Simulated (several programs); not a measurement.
Many methods on one cell: BaZrO3 (Pm-3m)

Measured values to be reproduced:
- volume: 14.73 Å³ an atom (from the lattice constants; cubic cell parameter; 300 K; “EXAFS study of lead-free relaxor ferroelectric BaTi(1-x)Zr(x)O3 at the Zr K-edge”; 2006; arxiv:cond-mat/0602127)

A 5-atom cell of BaZrO3 started from a crystallographic database, relaxed with r2SCAN in Ansatz, was computed with several methods. Space group Pm-3m (No. 221), cubic; a = 4.205 Å in the conventional setting, 14.87 Å³ an atom. Ba has 12 O at 2.97 Å; Zr has 6 O at 2.10 Å; O has 2 Zr at 2.10 Å and 4 Ba at 2.97 Å. (Simulation; spin polarisation is off.)

```xyz
5
Lattice="4.2054 0.0000 0.0000 0.0000 4.2054 0.0000 0.0000 0.0000 4.2054" Properties=species:S:1:pos:R:3 pbc="T T T"
Ba    0.0000    0.0000    0.0000
Zr    2.1027    2.1027    2.1027
O     0.0000    2.1027    2.1027
O     2.1027    0.0000    2.1027
O     2.1027    2.1027    0.0000
```

Gaps and times are for a single point on this cell; volume and bulk modulus come from each method's own relaxation or energy curve at fixed shape. Times are rough, from shared hosts (AMD EPYC 7R13 Processor; Arm Neoverse V1; NVIDIA H100 80GB HBM3), and each method has its own mesh and cell size. A dagger marks a closed or tiny gap in a crystal that DFT finds insulating: a failure of the method or a wrong SCF state. PM6 (MOPAC), PM7 (MOPAC), GFN2-xTB (tblite) treat a cluster of cells at its zone centre, which samples few k points: where these miss a band edge, the gap comes out too large for that reason alone. Gaps from k meshes are read at a limited set of points (mesh, symmetry points, PBE's band edges), so each method's own least gap may be somewhat smaller. xTB and the PM methods were fitted mostly to molecules, and can miss a solid's gap by electronvolts. Minimal bases can be far off for gaps. Times of the plane-wave rungs are withheld (a dash), since they come from other jobs, hosts and meshes; the meshes of hybrids and Hartree-Fock don't converge their gaps to the digits shown. GLLB-SC's gap includes the derivative discontinuity. d marks a direct gap, i an indirect one (no mark: not told apart), a dash a value that wasn't computed or didn't pass its checks.

```csv
method,kind,gap (eV),own volume (Å³/atom),bulk modulus (GPa),atoms computed,processor time
PBEsol,semilocal,–,14.61,–,5,–
"light PBE (260 eV, its own mesh)",light plane-wave,2.85 i,–,–,5,0.99 s
LDA,semilocal,3.11 i,14.27,–,5,–
PBE+SOC,semilocal,3.19 i,–,–,5,–
PBE,semilocal,3.22 i,15.11,149,5,–
PM7 (MOPAC),semi-empirical,3.03,–,–,cluster,4.6 s
GFN2-xTB (tblite),tight binding,0.00†,–,–,cluster,5.7 s
r2SCAN,semilocal,3.73 i,14.87,163,5,–
GLLB-SC (GPAW),model potential,6.15,–,–,5,15 s
PBE/SZV (CP2K),small basis,2.23 d,15.93,144,5,16 s
PM6 (MOPAC),semi-empirical,3.46,–,–,cluster,17 s
PBE0,hybrid,5.44 i,–,–,5,–
HSE06,hybrid,4.69 i,–,–,5,–
r2SCANh,hybrid,4.55 i,–,–,5,–
DDH-PBE0,hybrid,5.03 i,–,–,5,–
PBE/DZVP (CP2K),small basis,3.08 i,15.20,151,5,44 s
```

Against HSE06 (4.69 eV) and with closed or daggered gaps left aside, the nearest gap at the points sampled is that of r2SCANh (-0.13 eV) and the farthest that of PBE/SZV (CP2K) (-2.46 eV). HSE06 is only a yardstick of convenience: for gaps this wide it usually falls short of measured ones, so a larger value can be the better one.

Volumes against r2SCAN's: PBEsol -1.8 %, LDA -4.1 %, PBE +1.6 %, PBE/SZV (CP2K) +7.1 %, PBE/DZVP (CP2K) +2.2 %.

Runs without a result: GFN1-xTB (tblite) (single point).

Comparison with experiment:
- Volume, measured 14.73 Å³ an atom: PBEsol -0.8 %, LDA -3.2 %, PBE +2.5 %, r2SCAN +1.0 %, PBE/SZV (CP2K) +8.1 %, PBE/DZVP (CP2K) +3.1 %.
The calculations are for a static lattice; samples hold vibrations, temperature and, in optical gaps, excitons. A measured value is shown where most reports agree with it, and only for the quantities listed.

Only the rows marked +SOC include spin-orbit coupling.
